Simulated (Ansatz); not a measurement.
The elements of this relaxed trial crystal are hidden behind letters.

```
lattice vectors (Å)
   5.0994    0.0000    0.0000
  -2.5497    4.4162    0.0000
   0.0000    0.0000   17.9352
fractional positions
X 0.6667 0.3333 0.1097
X 0.0000 0.0000 0.3287
X 0.0000 0.0000 0.6713
X 0.3333 0.6667 0.8903
Z 0.0000 0.0000 0.0000
Z 0.3333 0.6667 0.2197
Z 0.0000 0.0000 0.5000
Z 0.6667 0.3333 0.7803
```

These are results of DFT PBE, scalar-relativistic, plane waves, PAW in Ansatz 0.2.0, not measurements. Plane waves to 420 eV, a 6×6×2 mesh through Γ for the 8-atom cell and 0.02 eV Gaussian smearing; no spin polarisation.

- Space group: P-3m1 (No. 164)
- Conventional cell: a = 5.099 Å, c = 17.935 Å
- Volume per atom: 50.49 Å³
- Density: 2.72 g/cm³
- Formation energy: −1.639 eV/atom
- Gap on the 6×6×2 mesh of the 8-atom cell: 2.06 eV

Energies are uncorrected and count from the elements' standard states at the same level.

Task: X is an s-block element of period 5 and Z is a p-block element of period 4. Which elements are they?

Result: X = Rb, Z = Br, so the formula is RbBr. Density times volume gives a mean mass of 2.72 × 50.49/1.6605 = 82.7 u per atom, and this set has 82.7 u. Among the elements that the hints allow, noble gases aside, only these give it. Rb on its first site has 6 Br at 3.54 Å; Rb on its second site is surrounded by 1 Br at 3.07 Å and 3 Br at 3.53 Å; Br on a site of symmetry -3m has 6 Rb at 3.54 Å; 2 more sites not described.

Kohn–Sham gaps at this level usually fall short of measured ones. A structure relaxed within its symmetry needn't be a true minimum.
